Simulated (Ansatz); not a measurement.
# Ta: the cost of one run

Method: DFT PBE, scalar-relativistic, plane waves, PAW, in Ansatz 0.2.0.

1 further run of the same task is left out (set aside as unsound or not needed).

## Step 1: Starting point

It takes space group Fm-3m (No. 225, cubic). The conventional cell has a = 4.223 Å, b = 4.223 Å, c = 4.223 Å, α = 90.00°, β = 90.00°, γ = 90.00°. Ta (site symmetry m-3m) has 12 Ta at 2.99 Å in its first shell of neighbours.

Structure file:

```
Ta
1.0
     0.00000    2.11151    2.11151
     2.11151    0.00000    2.11151
     2.11151    2.11151    0.00000
Ta
1
Direct
  0.00000 0.00000 0.00000
```

This cell was relaxed beforehand with the same method: volume 18.83 Å³/atom, gap on the mesh none (metal).

## Step 2: The bulk in the cell of the plane

Contents of input.yaml:

```yaml
crystal:
  lattice:
    - [2.9861255611, 0.0, 0.0]
    - [0.0, 2.9861255611, 0.0]
    - [1.4930627806, 1.4930627806, 2.1115096338]
  atoms:
    - { symbol: Ta, position: [0.0, 0.0, 0.0] }
basis:
  ecutwfc: 420
kpoints:
  mp_grid: { grid: [12, 12, 16] }
hamiltonian:
  xc: pbe
scf:
  occupations: { method: gaussian, width: 0.1 }
output:
  forces: true
  stress: true
  eigenvalues: true
```

Command:

```
$ ansatz run input.yaml --threads 1 --pin off --max-ram 2560MiB --backend cpu --events-out ev --progress --plain --runs-dir out
```

**Question.** How long does this run take on 1 thread of Intel Xeon at 2.50GHz (Skylake/Cascade Lake), shared host, and how much memory does it need?

About 18 s, with a peak of 0.43 GiB.
